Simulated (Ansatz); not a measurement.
# Guessed and relaxed cells of WS2

The guess for WS2 is a distorted database cell: WS2 type (P6_3/mmc) distorted into a subgroup (P-3m1, No. 164) (largest shift (Å) 0.20).

start.cif

```cif
data_structure
_symmetry_space_group_name_H-M 'P-3m1'
_symmetry_Int_Tables_number 164
_cell_length_a 3.2240
_cell_length_b 3.2240
_cell_length_c 12.1540
_cell_angle_alpha 90.000
_cell_angle_beta 90.000
_cell_angle_gamma 120.000
_cell_volume 109.41
loop_
_atom_site_label
_atom_site_type_symbol
_atom_site_symmetry_multiplicity
_atom_site_Wyckoff_symbol
_atom_site_fract_x
_atom_site_fract_y
_atom_site_fract_z
_atom_site_occupancy
W1 W 2 d 0.33333 0.66667 0.25117 1
S1 S 2 d 0.33333 0.66667 0.62640 1
S2 S 2 d 0.66667 0.33333 0.10900 1
```

Method: DFT PBE, scalar-relativistic, plane waves, PAW (Ansatz). Cutoff 420 eV, Gaussian smearing, Γ-centred meshes. Cell and atoms relax first on a coarse mesh and then on a converged one. In between, the cell is made exact in the group found at 0.06 Å. The steps can't lower the symmetry of their start. No spin polarisation.

end.cif

```cif
data_structure
_symmetry_space_group_name_H-M 'P-3m1'
_symmetry_Int_Tables_number 164
_cell_length_a 3.1878
_cell_length_b 3.1878
_cell_length_c 14.7051
_cell_angle_alpha 90.000
_cell_angle_beta 90.000
_cell_angle_gamma 120.000
_cell_volume 129.42
loop_
_atom_site_label
_atom_site_type_symbol
_atom_site_symmetry_multiplicity
_atom_site_Wyckoff_symbol
_atom_site_fract_x
_atom_site_fract_y
_atom_site_fract_z
_atom_site_occupancy
W1 W 2 d 0.33333 0.66667 0.24898 1
S1 S 2 d 0.33333 0.66667 0.64419 1
S2 S 2 d 0.66667 0.33333 0.14216 1
```

The symmetry stays P-3m1 (No. 164). The volume per atom grows by 18.3 %, from 18.2 to 21.6 Å³. The shortest distance goes from 2.38 Å (W–S) to 2.42 Å (W–S). The ratio c/a of the conventional cell changes by a factor of 1.22. The energy falls by about 0.11 eV/atom (the start's value is from the coarse mesh).

| Quantity | Value |
| --- | --- |
| Volume per atom | 21.6 Å³ |
| Density | 6.4 g/cm³ |
| Energy over the elements | −0.833 eV/atom |
| Gap on the 12×12×2 mesh of the 6-atom cell | 1.61 eV |

Formation energies are uncorrected and refer to the elements' standard structures at the same level. Whether it is stable depends on the other phases of the system, which aren't compared here.

The last run used Gaussian smearing of 0.02 eV. No dispersion correction is applied, so the spacing and binding between layers, chains or molecules are poorly described. These runs have no spin–orbit coupling, which can matter for W. Kohn–Sham gaps at this level usually fall short of measured ones. The reference form of S is held partly by dispersion forces, which this level lacks. Symmetry constrained the relaxation, so the result can be a saddle point. In all, the 3 runs took 2.8 min on 1 thread of Intel(R) Xeon(R) Processor @ 2.50GHz (Skylake/Cascade Lake), on a shared host.
